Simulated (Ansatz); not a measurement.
Here is an Ansatz 0.2.0 calculation.

Contents of input.yaml:

```yaml
crystal:
  lattice: { a: 2.84698341, b: 2.84698341, c: 7.15503474, alpha: 90.0, beta: 90.0, gamma: 90.0 }
  space_group: 139
  reduce_to_primitive: true
  atoms:
    - { symbol: Br, wyckoff: "2a", position: [0.0, 0.0, 0.0] }
hamiltonian:
  xc: r2scanh
  pseudopotentials: { kind: nc_fr, accuracy: standard }
  dispersion: d3bj
magnetization:
  noncollinear: true
  spin_orbit: true
kpoints:
  mp_grid: { grid: [7, 7, 7] }
scf:
  occupations: { method: fermi_dirac, width: 0.1 }
  n_extra_bands: 6
output:
  forces: true
  stress: true
  eigenvalues: true
  dos: { projected: false, de: 0.05 }
```

Potentials or basis: PseudoDojo standard (PBE files).

Launch:

```bash
$ ansatz run input.yaml --threads 1 --pin off --max-ram 2560MiB --backend cpu --events-out ev --progress --plain --runs-dir out
```

(1) Predict the band gap on the k mesh.

(2) Predict the density of states at the Fermi level.

(3) What does it give for the pressure?

Results:

(1) none (metal or under the smearing width).

(2) 0.52 states/eV per cell.

(3) -0.6 GPa.

Caveat: the k mesh is coarse (spacing up to 0.45 Å⁻¹), so the values aren't converged, least of all with exact exchange; the meta-GGA runs on potentials made for a GGA; the potentials were made for another functional, which shifts forces and pressure; pairwise dispersion overbinds metals, which lowers pressure and volume; the dispersion damping was fitted for another functional or another form of the correction; the thresholds are loose for stress.
